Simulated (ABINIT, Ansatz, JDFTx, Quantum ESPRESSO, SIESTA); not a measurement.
Cost and result for the band gap of GaN

It takes space group P6_3mc (No. 186, hexagonal). Conventional cell: a = 3.180 Å, b = 3.180 Å, c = 5.166 Å, α = 90.00°, β = 90.00°, γ = 120.00°. Ga (site symmetry 3m) is surrounded by 4 N at 1.94 to 1.95 Å. N (site symmetry 3m) has 4 Ga at 1.94 to 1.95 Å as nearest neighbours.

```csv
rung,level,program and potentials,cutoff (eV),k mesh,spin,core time,chip,band gap (eV),miss (eV),notes
LDA,LDA,"JDFTx, PseudoDojo-SR-LDA-0.4.1-standard with smoothed tails",1143,10 × 10 × 5,off,58 s,Intel Xeon Platinum 8259CL Skylake/Cascade Lake,2.01,-1.39,from the band path
GGA,PBEsol,"JDFTx, PseudoDojo-SR-PBEsol-0.4.1-standard with smoothed tails",1143,10 × 10 × 5,off,64 s,Intel Xeon Platinum 8488C Sapphire Rapids,1.95,-1.45,from the band path
LDA,LDA,"Ansatz, all-electron LAPW, scalar-relativistic",-,10 × 10 × 5,off,68 s,Arm Neoverse V1,(a),?,-
GGA,PBE,"Quantum ESPRESSO, SG15 PBE 1.2",952,10 × 10 × 5,off,77 s,AMD EPYC 7B13 Zen 3,(b),?,-
GGA,PBE,"SIESTA, files PseudoDojo sr-pbe-0.4.1-standard, DZP (energy shift 0.003 Ry; two zetas on semicore shells)",-,10 × 10 × 5,off,2.5 min,Arm Neoverse V2,2.06,-1.34,atomic basis
GGA,AM05,"ABINIT, JTH PAW PBE v2.0",844,10 × 10 × 5,off,2.9 min,Arm Neoverse V1,2.00,-1.40,potentials made for PBE
GGA,PBEsol,"ABINIT, JTH PAW PBE v2.0",844,10 × 10 × 5,off,2.9 min,Arm Neoverse V1,1.90,-1.50,potentials made for PBE
GGA,PBE,"Quantum ESPRESSO, PseudoDojo 0.4 FR PBE standard",1143,10 × 10 × 5,"SOC, no magnetisation",11 min,Intel Xeon Platinum 8223CL Skylake/Cascade Lake,2.00,-1.40,-
```

Times are single runs on shared hosts and different chips, so they are rough; meshes, cutoffs and the tasks' sizes weigh on the time. Task: band structure. Gaps are the least found on the k mesh or the band path, and a mesh can miss the band edges. The cell comes from a database and isn't always the measured one. All levels ran on this one cell, unrelaxed unless noted. Meshes are those of the run's cell of 4 atoms unless a note names another. Misses use the values as printed. Runs on faulty files, with rough fits or with known faults for this quantity aren't shown.

Measured: 3.4 eV at 300 K (arxiv:1710.05670). The runs are for a static lattice.

Q: Estimate the values left out from the other rows.

A: (a) 1.98 eV, miss -1.42; (b) 2.03 eV, miss -1.37.
